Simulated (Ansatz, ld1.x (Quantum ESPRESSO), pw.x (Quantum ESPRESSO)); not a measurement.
## Equation-of-state test of one TM potential (Hg)

ld1.x (Quantum ESPRESSO) 7.5 input, shortened:

```
&input
   title='Hg', zed=80., rel=1, dft='PBE', iswitch=3,
   config='[Xe] 4f14 5d10 6s2 6p0'
 /
 &inputp
   pseudotype=2, tm=.true., lloc=1,
   nlcc=.false.
 /
3
6S  1  0   2.00   0.00  2.40  2.40  0.0
5D  3  2  10.00   0.00  1.80  1.80  0.0
6P  2  1   0.00   0.00  4.74  4.74  0.0
 &test
   configts(1)='5d10 6s2 6p0'
 /
```

Atomic tests: cutoffs needed: 50 Ry and 70 Ry (the cutoffs (Ry, on a coarse ladder) from which the occupation-weighted sum of valence levels, in a spherical-Bessel basis at the reference potential, stays within 10 and 1 mRy of its value at 400 Ry); ghost test: no extra level below or beside the all-electron valence levels (s, d, p, f tested) (spherical-Bessel basis up to 400 Ry, 20 bohr box); configuration tests: 1 of 7 tests not solved or not reliable.

Crystal test: fcc Hg in pw.x 7.5, no spin, 11³ k-points, Fermi–Dirac smearing 0.01 Ry, cutoffs 85/340 Ry. The lattice is a test structure that the element need not adopt, and mesh and smearing are coarse.

pw.x input:

```
&control
  calculation='scf', prefix='x', pseudo_dir='./', outdir='./tmp', tstress=.true., disk_io='low'
/
&system
  ibrav=0, nat=1, ntyp=1, ecutwfc=85, ecutrho=340, nbnd=14,
  occupations='smearing', smearing='fd', degauss=0.01
/
&electrons
  conv_thr=1e-09, mixing_beta=0.4, electron_maxstep=70
/
ATOMIC_SPECIES
Hg 1.0 Hg.UPF
CELL_PARAMETERS angstrom
  0.00000000 2.49057787 2.49057787
  2.49057787 0.00000000 2.49057787
  2.49057787 2.49057787 0.00000000
ATOMIC_POSITIONS crystal
Hg 0.0000 0.0000 0.0000
K_POINTS automatic
11 11 11 0 0 0
```

```bash
pw.x < Hg.scf.in > Hg.scf.out
```

Problem. How does the run end?

Solution. It converges; the pressure is -5.34 GPa against 0.02 GPa from all-electron LAPW. The largest radius (4.74 bohr) exceeds half the bond length (3.33 bohr), so the spheres overlap, which is one possible source of error among others. This is a poor potential for the solid. The pseudo pressure rises with volume over the whole range, a mechanical instability. Atomic configuration tests: 1 of 7 tests not solved or not reliable. The log shows:

```
Message from routine setup:
     using ibrav=0 with symmetry is DISCOURAGED, use correct ibrav instead
     lattice parameter (alat)  =       6.6560  a.u.
     unit-cell volume          =     208.5100 (a.u.)^3
     number of electrons       =        12.00
     number of Kohn-Sham states=           14
     kinetic-energy cutoff     =      85.0000  Ry
     charge density cutoff     =     340.0000  Ry
     scf convergence threshold =      1.0E-09
     Exchange-correlation= PBE
     number of k points=    56  Fermi-Dirac smearing, width (Ry)=  0.0100
     iteration #  1     ecut=    85.00 Ry     beta= 0.40
     total energy              =     -82.63392659 Ry
     estimated scf accuracy    <       0.00335099 Ry
     iteration #  2     ecut=    85.00 Ry     beta= 0.40
     total energy              =     -82.63434081 Ry
     estimated scf accuracy    <       0.00025000 Ry
     iteration #  3     ecut=    85.00 Ry     beta= 0.40
     total energy              =     -82.63438532 Ry
     estimated scf accuracy    <       0.00004186 Ry
     iteration #  4     ecut=    85.00 Ry     beta= 0.40
     total energy              =     -82.63438892 Ry
     estimated scf accuracy    <       0.00000011 Ry
     iteration #  5     ecut=    85.00 Ry     beta= 0.40
     total energy              =     -82.63438897 Ry
     estimated scf accuracy    <       0.00000002 Ry
     iteration #  6     ecut=    85.00 Ry     beta= 0.40
     the Fermi energy is     7.3546 ev
!    total energy              =     -82.63438897 Ry
     estimated scf accuracy    <          3.0E-10 Ry
     smearing contrib. (-TS)   =      -0.00069548 Ry
     The total energy is F=E-TS. E is the sum of the following terms:
     one-electron contribution =     -18.54662833 Ry
     hartree contribution      =      17.93452953 Ry
     xc contribution           =     -11.88256073 Ry
     ewald contribution        =     -70.13903395 Ry
     convergence has been achieved in   6 iterations
          total   stress  (Ry/bohr**3)                   (kbar)     P=      -53.44
```
